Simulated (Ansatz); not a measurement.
MgO, space group P6_3mc, band-curvature effective masses by finite differences

Computed with Ansatz 0.2.0 through its Python package.

Run as a notebook:

**Cell 1**
```python
import ansatz as az
import numpy as np

vectors = np.array([
    [3.307787, 0.0, 0.0],
    [-1.653893, 2.864628, 0.0],
    [0.0, 0.0, 4.982882],
])
crystal = (
    az.Lattice.of(vectors)
    .atom("Mg", [1 / 3, 2 / 3, 0.00216])
    .atom("Mg", [2 / 3, 1 / 3, 0.50216])
    .atom("O", [1 / 3, 2 / 3, 0.40244])
    .atom("O", [2 / 3, 1 / 3, 0.90244])
)
```

**Cell 2**
```python
len(crystal.resolved().sites)
```
Output:
```text
4
```

**Cell 3**
```python
calculation = (
    crystal.calculation()
    .basis(420)
    .kpoints(12, 12, 4)
    .functional("pbesol")
    .occupations("fixed")
)
# find the band extrema among the mesh points first
outcome = calculation.band_table().run()
r = outcome.report
```

**Cell 4**
```python
{key: value for key, value in r.items() if isinstance(value, (int, float)) and "ev" in key}
```
Output:
```text
{'n_hpsi_unsolved_levels': 490,
 'gap_by_band_count_ev': 3.344810318306166,
 'fermi_energy_ev': 4.949531003393146,
 'harris_foulkes_ev': -4951.277957605361,
 'free_energy_ev': -4951.277957613107,
 'internal_energy_ev': -4951.277957613107,
 'lagrangian_ev': -4951.277957613107,
 'energy_sigma0_ev': -4951.277957613107,
 'lagrangian_sigma0_ev': -4951.277957613107,
 'entropy_ts_ev': 0.0,
 'loop_fermi_energy_ev': 4.949531003393146,
 'occupations_fermi_energy_ev': 4.949531003393146}
```

**Cell 5**
```python
r["n_iterations"], r["closed_by"]
```
Output:
```text
(6, 'deck_thresholds')
```

**Cell 6**
```python
outcome.lattice.cell_ang
```
Output:
```text
array([[ 3.30778725e+00, -2.88675135e-07,  0.00000000e+00],
       [-1.65389337e+00,  2.86462793e+00,  0.00000000e+00],
       [ 0.00000000e+00,  0.00000000e+00,  4.98288200e+00]])
```

**Cell 7**
```python
levels = np.array(r["eigenvalues_ev"])
filled = round(r["n_electrons"] / 2)
edges = {"top filled band": (filled - 1, levels[:, filled - 1].argmax()), "lowest empty band": (filled, levels[:, filled].argmin())}
gap = levels[:, filled].min() - levels[:, filled - 1].max()
print(f"gap on the mesh {gap:.3f} eV")
if gap <= 0.05:
    print("no gap: band-edge masses have no meaning here")
    edges = {}
reciprocal = 2 * np.pi * np.linalg.inv(outcome.lattice.cell_ang).T
step = 0.008  # 1/A

# second differences give the curvature tensor; masses are hbar^2/m_e = 7.61996 eV A^2 over its eigenvalues
pairs = [(0, 1), (0, 2), (1, 2)]
moves = [sign * axis for axis in np.eye(3) for sign in (-1, 1)]
moves += [s1 * np.eye(3)[i] + s2 * np.eye(3)[j] for i, j in pairs for s1 in (1, -1) for s2 in (1, -1)]
for name, (band, index) in edges.items():
    together = int(np.sum(np.abs(levels[index] - levels[index, band]) < 2e-3))
    print(name, "at k =", np.round(r["kpoints_frac"][index], 4), f"E = {levels[index, band]:.4f} eV, degeneracy {together}")
    centre = np.array(r["kpoints_frac"][index]) @ reciprocal
    points = [centre] + [centre + step * move for move in moves]
    table = calculation.band_structure(points, intervals=1, cartesian=True).run().band_structure().channels[0].eigenvalues_ev
    if together > 1:
        level = np.flatnonzero(np.abs(levels[index] - levels[index, band]) < 2e-3)
        along = (table[1, level] + table[2, level] - 2 * table[0, level]) / step ** 2
        print("  degenerate level, no single mass tensor; masses of its branches along x:", np.round(7.61996 / along, 3), "m_e")
        continue
    e = table[:, band]
    hessian = np.diag((e[1:7:2] + e[2:7:2] - 2 * e[0]) / step ** 2)
    for (i, j), (pp, pm, mp, mm) in zip(pairs, e[7:].reshape(3, 4)):
        hessian[i, j] = hessian[j, i] = (pp - pm - mp + mm) / (4 * step ** 2)
    curvatures, axes = np.linalg.eigh(hessian)
    slope = (e[2:7:2] - e[1:7:2]) / (2 * step)
    print("  slope (eV A):", np.round(slope, 3) + 0.0, "" if np.abs(slope).max() < 0.05 else "- no extremum here, so these are local curvatures and no band-edge masses")
    for curvature, axis in zip(curvatures, axes.T):
        print(f"  principal mass {7.61996 / curvature:8.3f} m_e along", np.round(axis, 2) + 0.0)
```
Output:
```text
gap on the mesh 3.345 eV
top filled band at k = [0. 0. 0.] E = 4.9495 eV, degeneracy 1
  slope (eV A): [0. 0. 0.]
  principal mass   -0.362 m_e along [0. 0. 1.]
  principal mass   -5.389 m_e along [ 0.59 -0.81  0.  ]
  principal mass   -5.389 m_e along [0.81 0.59 0.  ]
lowest empty band at k = [0. 0. 0.] E = 8.2943 eV, degeneracy 1
  slope (eV A): [0. 0. 0.]
  principal mass    0.340 m_e along [ 0.98 -0.21  0.  ]
  principal mass    0.340 m_e along [0.21 0.98 0.  ]
  principal mass    0.328 m_e along [0. 0. 1.]
```

Caveats:
- Absolute energies stand on the zero of these potentials, so only differences at equal settings mean something. A total without «per atom» is that of the whole cell that was run.
- Semilocal gaps usually lie well under measured ones.
- Under fixed occupations the level called the Fermi level is the highest filled one on the SCF mesh; off the mesh a filled band can lie a little above it.
- The zero of the levels is a convention of the potentials, so an absolute Fermi energy is no work function.
- The structure comes from a database of computed cells and needn't be a stable or known phase.
- Gaps and levels are Kohn-Sham values on a finite set of k-points.
- The masses are finite-difference curvatures at extrema found on a coarse mesh, which needn't be the true band edges; a step that is long against the gap makes them too heavy. At a valence maximum the curvature is negative (the hole mass is its size); mixed signs mark a saddle. Spin-orbit coupling is left out, and light masses scale with the Kohn-Sham gap.
- Hardware and time: 17 s on 1 thread of Arm Neoverse V1, on a shared host, peak memory 0.4 GiB.
